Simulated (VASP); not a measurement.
A run of VASP 6.6.1 is set up as follows.

File INCAR:

```
SYSTEM = BiTe
  ALGO = Normal
  EDIFF = 1E-6
  EDIFFG = -0.005
  ENCUT = 600
  GGA = PE
  IBRION = 2
  ISIF = 3
  ISMEAR = 0
  LASPH = .True.
  LCHARG = .False.
  LREAL = .False.
  LWAVE = .False.
  NELM = 100
  NSW = 100
  PREC = Accurate
  SIGMA = 0.1
```

File KPOINTS:

```
k-points
0
Gamma
  12 12 12
  0 0 0
```

File POSCAR:

```
BiTe
1.0
    0.0000000000      3.2350000000      3.2350000000
    3.2350000000      0.0000000000      3.2350000000
    3.2350000000      3.2350000000      0.0000000000
Bi Te
1 1
Direct
    0.0000000000      0.0000000000      0.0000000000
    0.5000000000      0.5000000000      0.5000000000
```

Potentials or basis: VASP PAW PBE potentials, release 64 (Bi_d, Te).

Command:

```bash
$ cat potpaw_PBE.64/Bi_d/POTCAR potpaw_PBE.64/Te/POTCAR > POTCAR
$ mpirun -np 1 vasp_std > vasp.out
```

**Question.** Predict the relaxed volume.

**Answer.** 34.34 Å³/atom.

**Question.** What does it give for the relaxed cell?

**Answer.** a = 4.597 Å, b = 4.597 Å, c = 4.597 Å, α = 60.00°, β = 60.00°, γ = 60.00°.

**Question.** Predict the space group after relaxing (to 0.05 Å).

**Answer.** Fm-3m (No. 225).

**Question.** Predict the band gap on the k mesh.

**Answer.** None (metal or under the smearing width).

Final structure:
```cif
data_structure
_symmetry_space_group_name_H-M 'P 1'
_symmetry_Int_Tables_number 1
_cell_length_a 4.5968
_cell_length_b 4.5968
_cell_length_c 4.5968
_cell_angle_alpha 60.000
_cell_angle_beta 60.000
_cell_angle_gamma 60.000
_cell_volume 68.68
loop_
_atom_site_label
_atom_site_type_symbol
_atom_site_fract_x
_atom_site_fract_y
_atom_site_fract_z
_atom_site_occupancy
Bi1 Bi 0.00000 0.00000 0.00000 1
Te1 Te 0.50000 0.50000 0.50000 1
```

Caveat: spin-orbit coupling is left out, which moves the levels of the heavy elements. Zero-point motion and thermal expansion aren't in these numbers.
